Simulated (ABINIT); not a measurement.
# Hf (P6_3/mmc) in ABINIT: settings compared

One crystal, Hf, is run at these levels: PBE, PBE+D3, PBE+D3(BJ); tasks: relaxation of cell and atoms.

Everything below comes from runs of ABINIT 10.8.3 (patched build). Logs are shortened: lines on timing, memory, paths and dates and some standing lists are left out, and cuts for length are marked. The log counts tension as positive stress, the text compression.

**1. The structure**

The structure is hexagonal, space group P6_3/mmc (No. 194). The conventional cell has a = 3.197 Å, b = 3.197 Å, c = 5.058 Å, α = 90.00°, β = 90.00°, γ = 120.00°. Hf (site symmetry -6m2) is surrounded by 12 Hf at 3.13 to 3.20 Å.

**2. Relaxation of cell and atoms, PBE**

File run.py:

```python
import json, os
import numpy as np
from ase.constraints import FixSymmetry
from ase.optimize import BFGS
from ase.filters import FrechetCellFilter
from ase.units import GPa
from ase.calculators.abinit import Abinit, AbinitProfile
from ase import Atoms

atoms = Atoms(['Hf', 'Hf'],
              cell=[[3.1967, 0.0, 0.0], [-1.59835, 2.7684234083, 0.0], [0.0, 0.0, 5.0578]],
              scaled_positions=[[0.6666666667, 0.3333333333, 0.75], [0.3333333333, 0.6666666667, 0.25]],
              pbc=True)

profile = AbinitProfile(command='abinit', pp_paths=[os.path.abspath('pseudos')])
params = dict(
    pps='pawxml', xc='PBE',
    chksymtnons=0,
    tolsym=1e-05,
    ecut=517.0163,
    pawecutdg=1034.0327,
    pawxcdev=0,
    kptopt=1,
    ngkpt=[10, 10, 5],
    nshiftk=1,
    shiftk=[0.0, 0.0, 0.0],
    ixc=11,
    nband=16,
    occopt=3,
    tsmear=0.05,
    nstep=100,
    tolvrs=1e-09,
    prtwf=0,
    prtden=0,
    ecutsm=0.5,
)

atoms.calc = Abinit(profile=profile, directory='run', **params)
atoms.set_constraint(FixSymmetry(atoms, symprec=1e-4))
opt = BFGS(FrechetCellFilter(atoms), trajectory='opt.traj')
converged = opt.run(fmax=0.02, steps=30)
print('converged', converged)
print('cell (A)', np.round(atoms.cell[:], 5).tolist())
energy = atoms.get_potential_energy()
forces = atoms.get_forces()
stress = atoms.get_stress()
print(f'energy {energy:.6f} eV')
print('forces (eV/A)')
print(np.round(forces, 5))
print('stress (GPa, Voigt, tension positive)', np.round(stress / GPa, 4))
json.dump(dict(energy=energy, forces=forces.tolist(), stress=stress.tolist(), cell=atoms.cell.tolist(), frac=atoms.get_scaled_positions(wrap=False).tolist()), open('results.json', 'w'))
```

Potentials or basis: JTH PAW PBE v2.0.

Run with:

```sh
$ python run.py
```

The program printed:

```text
Step          Energy          fmax
BFGS:    0    -2723.061266        0.103979
BFGS:    1    -2723.061512        0.075088
BFGS:    2    -2723.061284        0.027999
BFGS:    3    -2723.061298        0.024834
BFGS:    4    -2723.061411        0.002435
converged True
cell (A) [[3.20665, -0.0, 0.0], [-1.60333, 2.77704, 0.0], [0.0, -0.0, 5.05576]]
energy -2723.061411 eV
forces (eV/A)
[[0. 0. 0.]
 [0. 0. 0.]]
stress (GPa, Voigt, tension positive) [ 0.0122  0.0122  0.0173 -0.     -0.     -0.    ]
```

abinit.in:

```text
chksymtnons 0
ecut 517.0163 eV
ecutsm 0.5
ixc 11
kptopt 1
natom 2
nband 16
ngkpt
10 10 5
nshiftk 1
nsppol 1
nstep 100
occopt 3
pawecutdg 1034.0327 eV
pawxcdev 0
prtden 0
prtwf 0
shiftk
0.0 0.0 0.0
tolsym 1e-05
tolvrs 1e-09
tsmear 0.05 eV
#Definition of the unit cell
acell
1.00000000000000 1.00000000000000 1.00000000000000 Angstrom
rprim
3.20665188215169 -0.00000000000000 0.00000000000000
-1.60332594107585 2.77704199103655 0.00000000000000
0.00000000000000 -0.00000000000000 5.05575760995596
chkprim 0 # Allow non-primitive cells
#Definition of the atom types
ntypat 1
znucl 72
#Enumerate different atomic species
typat
 1 1
pseudos "./pseudos/Hf.GGA_PBE-JTH.xml"
#Definition of the atoms
xcart
3.02984691938609 1.74928293416106 7.16549793107449
0.00000000030298 3.49856586849705 2.38849931035816
chkexit 1 # abinit.exit file in the running directory terminates after the current SCF
```

abinit.abo:

```text
.Version 10.8.3 of ABINIT
 Symmetries : space group P6_3/m m c (#194); Bravais hP (primitive hexag.)
================================================================================
 Values of the parameters that define the memory need of the present run
     intxc =       0    ionmov =       0      iscf =      17    lmnmax =      18
     lnmax =       6     mgfft =      40  mpssoang =       3    mqgrid =    3001
     natom =       2  nloc_mem =       2    nspden =       1   nspinor =       1
    nsppol =       1      nsym =      24    n1xccc =       1    ntypat =       1
    occopt =       3   xclevel =       2
       mpw =        1214          nfft =       23040          nkpt =          42
 PAW method is used; the additional fine FFT grid is defined by:
   mgfftf=        54    nfftf =     69984
================================================================================
================================================================================

--------------------------------------------------------------------------------
------------- Echo of variables that govern the present computation ------------
--------------------------------------------------------------------------------
 -outvars: echo values of preprocessed input variables --------
            acell      1.8897261259E+00  1.8897261259E+00  1.8897261259E+00 Bohr
              amu      1.78490000E+02
          chkexit           1
          chkprim           0
      chksymtnons           0
             ecut      1.89999986E+01 Hartree
           ecutsm      5.00000000E-01 Hartree
              ixc          11
         kptrlatt       10    0    0      0   10    0      0    0    5
          kptrlen      4.77699862E+01
            natom           2
            nband          16
            ngfft          24      24      40
          ngfftdg          36      36      54
             nkpt          42
            nstep         100
             nsym          24
           ntypat           1
           occopt           3
        pawecutdg      3.80000008E+01 Hartree
         pawxcdev           0
           prtden           0
[... 159 lines left out ...]
   2.00000    2.00000    0.00001    0.00000    0.00000    0.00000    0.00000    0.00000
 prteigrs : prtvol=0 or 1, do not print more k-points.

--- !EnergyTerms
iteration_state     : {dtset: 1, }
comment             : Components of total free energy in Hartree
kinetic             :  1.06540507121442E+01
hartree             :  1.26006691400659E+01
xc                  : -1.80259067751726E+01
Ewald energy        : -7.79309975901536E+01
psp_core            :  1.46658185666501E+01
local_psp           : -2.09424228996486E+00
PAW spherical_terms : -3.99396432004362E+01
internal            : -1.00070251436867E+02
'-kT*entropy'       : -4.09669255194574E-04
total_energy        : -1.00070661106122E+02
total_energy_eV     : -2.72306141124936E+03
...

--- !EnergyTermsDC
iteration_state     : {dtset: 1, }
comment             : '"Double-counting" decomposition of free energy'
band_energy         : -2.46448938430707E+01
Ewald energy        : -7.79309975901536E+01
psp_core            :  1.46658185666501E+01
xc_dc               : -2.28261235469106E+01
PAW spherical_terms :  1.06659343515090E+01
internal            : -1.00070262061976E+02
'-kT*entropy'       : -4.09669255194574E-04
total_energy_dc     : -1.00070671731231E+02
total_energy_dc_eV  : -2.72306170037330E+03
...

--- !EnergyTermsWithPAWCore
iteration_state     : {dtset: 1, }
comment             : 'Components of total free energy, including PAW core contributions'
Total energy        : -3.01569720016251E+04
Total energy DC     : -3.01569720122502E+04
Total energy (eV)   : -8.20613013145456E+05
Total energy DC (eV): -8.20613013434580E+05
...

 Cartesian components of stress tensor (hartree/bohr^3)
  sigma(1 1)=  4.15272398E-07  sigma(3 2)=  0.00000000E+00
  sigma(2 2)=  4.15272398E-07  sigma(3 1)=  0.00000000E+00
  sigma(3 3)=  5.89091609E-07  sigma(2 1)=  0.00000000E+00

-Cartesian components of stress tensor (GPa)         [Pressure= -1.3922E-02 GPa]
- sigma(1 1)=  1.22177358E-02  sigma(3 2)=  0.00000000E+00
- sigma(2 2)=  1.22177358E-02  sigma(3 1)=  0.00000000E+00
- sigma(3 3)=  1.73316735E-02  sigma(2 1)=  0.00000000E+00

== END DATASET(S) ==============================================================
================================================================================

 -outvars: echo values of variables after computation  --------
            acell      1.8897261259E+00  1.8897261259E+00  1.8897261259E+00 Bohr
           etotal     -1.0007067173E+02
            fcart      0.0000000000E+00 -1.3135233178E-26 -2.2018313669E-31
                       0.0000000000E+00  1.3135233178E-26  2.2018313669E-31
            rprim      3.2066518822E+00 -0.0000000000E+00  0.0000000000E+00
                      -1.6033259411E+00  2.7770419910E+00  0.0000000000E+00
                       0.0000000000E+00 -0.0000000000E+00  5.0557576100E+00
           strten      4.1527239799E-07  4.1527239790E-07  5.8909160869E-07
                       0.0000000000E+00  0.0000000000E+00  0.0000000000E+00
           xangst      1.6033259412E+00  9.2568066353E-01  3.7918182074E+00
                       1.3027230672E-10  1.8513613272E+00  1.2639394024E+00
             xred      6.6666666668E-01  3.3333333328E-01  7.4999999998E-01
                       3.3333333335E-01  6.6666666661E-01  2.4999999998E-01
 Calculation completed.
```

It took 1.8 min on 1 thread of Arm Neoverse V1, shared host; peak memory 0.13 GiB.

Results:

| Property | Result |
| --- | --- |
| Free energy | -2723.0617 eV |
| Relaxed volume | 22.51 Å³/atom |
| Relaxed cell | a = 3.207 Å, b = 3.207 Å, c = 5.056 Å, α = 90.00°, β = 90.00°, γ = 120.00° |
| Space group after relaxing (to 0.05 Å) | P6_3/mmc (No. 194) |
| Energy gained by relaxing | 0.1 meV/atom |
| Ionic steps | 5 |
| Pressure after relaxing | 0.0 GPa |
| Band gap on the k mesh | none (metal or under the smearing width) |
| Valence electrons inside the program's atomic spheres | Hf 9.47 (radii [1.2759] Å) |

Step by step:
```
step  energy change (eV)  largest force (eV/Å)  pressure (GPa)  volume (Å³)
   1              0.0000                0.0000            0.60        44.76
   2             -0.0002                0.0000            0.40        44.84
   3              0.0000                0.0000           -0.04        45.03
   4              0.0000                0.0000           -0.04        45.03
   5             -0.0001                0.0000           -0.01        45.02
```

Final structure:
```
Hf
1.0
     3.20665    0.00000    0.00000
    -1.60333    2.77704    0.00000
     0.00000    0.00000    5.05576
Hf
2
Direct
  0.66667 0.33333 0.75000
  0.33333 0.66667 0.25000
```

Levels at points of the mesh, in eV from the Fermi level:
| k point | band 10 | band 11 | band 12 | band 13 | band 14 | band 15 |
| --- | --- | --- | --- | --- | --- | --- |
| (0.00, 0.00, 0.00) | -3.67 | 0.64 | 1.19 | 1.19 | 1.51 | 2.02 |
| (0.50, 0.00, 0.00) | -2.72 | -2.19 | -0.83 | 0.79 | 0.89 | 1.70 |

Caveat: the log and the count of SCF iterations are those of the last ABINIT call alone.

**3. Relaxation of cell and atoms, PBE+D3**

Edit run.py of step 2 so:

```diff
@@ -6,2 +6,4 @@
 from ase.units import GPa
+from ase.calculators.mixing import SumCalculator
+from dftd3.ase import DFTD3
 from ase.calculators.abinit import Abinit, AbinitProfile
@@ -37,3 +39,3 @@
 
-atoms.calc = Abinit(profile=profile, directory='run', **params)
+atoms.calc = SumCalculator([Abinit(profile=profile, directory='run', **params), DFTD3(method='pbe', damping='d3zero')])
 atoms.set_constraint(FixSymmetry(atoms, symprec=1e-4))
```

Potentials or basis: JTH PAW PBE v2.0.

Run with:

```sh
$ python run.py
```

Run time: 66 s. Hardware: 1 thread of Arm Neoverse V1, shared host; peak memory 0.13 GiB.

Results (log left out):

```yaml
Free_energy: -2723.8596 eV
Relaxed_volume: 21.78 Å³/atom
Relaxed_cell: a = 3.169 Å, b = 3.169 Å, c = 5.008 Å, α = 90.00°, β = 90.00°, γ = 120.00°
Space_group_after_relaxing_to_0.05_Å: P6_3/mmc (No. 194)
Energy_gained_by_relaxing: 5.7 meV/atom
Ionic_steps: 3
Pressure_after_relaxing: 0.1 GPa
Band_gap_on_the_k_mesh: none (metal or under the smearing width)
Valence_electrons_inside_the_program's_atomic_spheres: Hf 9.51 (radii [1.2759] Å)
Dispersion_energy_per_atom: -0.407 eV
```

The path:
```
step  energy change (eV)  largest force (eV/Å)  pressure (GPa)  volume (Å³)
   1              0.0000                0.0000           -2.88        44.76
   2             -0.0056                0.0000           -1.99        44.38
   3             -0.0113                0.0000            0.06        43.55
```

Final structure:
```yaml
crystal:
  lattice:
    - [3.16889, 0.00000, 0.00000]
    - [-1.58445, 2.74434, 0.00000]
    - [0.00000, 0.00000, 5.00790]
  atoms:
    - { symbol: Hf, position: [0.66667, 0.33333, 0.75000] }
    - { symbol: Hf, position: [0.33333, 0.66667, 0.25000] }
```

Levels at points of the mesh, in eV from the Fermi level:
| k point | band 8 | band 9 | band 10 | band 11 | band 12 | band 13 | band 14 | band 15 | band 16 |
| --- | --- | --- | --- | --- | --- | --- | --- | --- | --- |
| (0.00, 0.00, 0.00) | -30.06 | -7.46 | -3.77 | 0.75 | 1.21 | 1.21 | 1.52 | 2.07 | 2.08 |
| (0.50, 0.00, 0.00) | -30.15 | -3.38 | -2.83 | -2.29 | -0.76 | 0.81 | 0.93 | 1.76 | 6.14 |

Caveat: the log and the count of SCF iterations are those of the last ABINIT call alone; pairwise dispersion overbinds metals, which lowers pressure and volume.

**4. Relaxation of cell and atoms, PBE+D3(BJ)**

Edit run.py of step 3 so:

```diff
@@ -39,3 +39,3 @@
 
-atoms.calc = SumCalculator([Abinit(profile=profile, directory='run', **params), DFTD3(method='pbe', damping='d3zero')])
+atoms.calc = SumCalculator([Abinit(profile=profile, directory='run', **params), DFTD3(method='pbe', damping='d3bj')])
 atoms.set_constraint(FixSymmetry(atoms, symprec=1e-4))
```

Run with:

```sh
$ python run.py
```

Wall time 66 s (1 thread of Arm Neoverse V1, shared host); peak memory 0.13 GiB.

Results (log left out):

```yaml
Free_energy: -2723.9705 eV
Relaxed_volume: 21.81 Å³/atom
Relaxed_cell: a = 3.171 Å, b = 3.171 Å, c = 5.010 Å, α = 90.00°, β = 90.00°, γ = 120.00°
Space_group_after_relaxing_to_0.05_Å: P6_3/mmc (No. 194)
Energy_gained_by_relaxing: 4.9 meV/atom
Ionic_steps: 3
Pressure_after_relaxing: 0.1 GPa
Band_gap_on_the_k_mesh: none (metal or under the smearing width)
Valence_electrons_inside_the_program's_atomic_spheres: Hf 9.51 (radii [1.2759] Å)
Dispersion_energy_per_atom: -0.462 eV
```

The path:
```
step  energy change (eV)  largest force (eV/Å)  pressure (GPa)  volume (Å³)
   1              0.0000                0.0000           -2.75        44.76
   2             -0.0049                0.0000           -1.89        44.39
   3             -0.0099                0.0000            0.06        43.62
```

Final structure:
```xyz
2
Lattice="3.1709 0.0000 0.0000 -1.5854 2.7461 0.0000 0.0000 0.0000 5.0096" Properties=species:S:1:pos:R:3 pbc="T T T"
Hf    1.5854    0.9154    3.7572
Hf    0.0000    1.8307    1.2524
```

Levels at points of the mesh, in eV from the Fermi level:
| k point | band 9 | band 10 | band 11 | band 12 | band 13 | band 14 | band 15 | band 16 |
| --- | --- | --- | --- | --- | --- | --- | --- | --- |
| (0.00, 0.00, 0.00) | -7.45 | -3.77 | 0.74 | 1.21 | 1.21 | 1.52 | 2.07 | 2.07 |
| (0.50, 0.00, 0.00) | -3.38 | -2.82 | -2.29 | -0.76 | 0.80 | 0.93 | 1.76 | 6.12 |

Caveat: the log and the count of SCF iterations are those of the last ABINIT call alone; pairwise dispersion overbinds metals, which lowers pressure and volume. The run has no spin-orbit coupling, so splittings on Hf are missing.

**5. The runs side by side**

```csv
level,dispersion computed by,gap on the mesh (eV),pressure (GPa),relaxed volume (Å³/atom)
PBE,-,none,0.0,22.51
PBE+D3,simple-dftd3 1.7.0,none,0.1,21.78
PBE+D3(BJ),simple-dftd3 1.7.0,none,0.1,21.81
```

Alike in all rows: task relaxation of cell and atoms; potentials or basis JTH PAW PBE v2.0; no spin polarisation; cell relaxed; k mesh 10 × 10 × 5; cutoff (eV) 517; smearing fermi-dirac 0.05 eV.

Caveats: pairwise dispersion overbinds metals, which lowers pressure and volume (some runs).

Absolute energies hang on the potentials; compare differences alone.
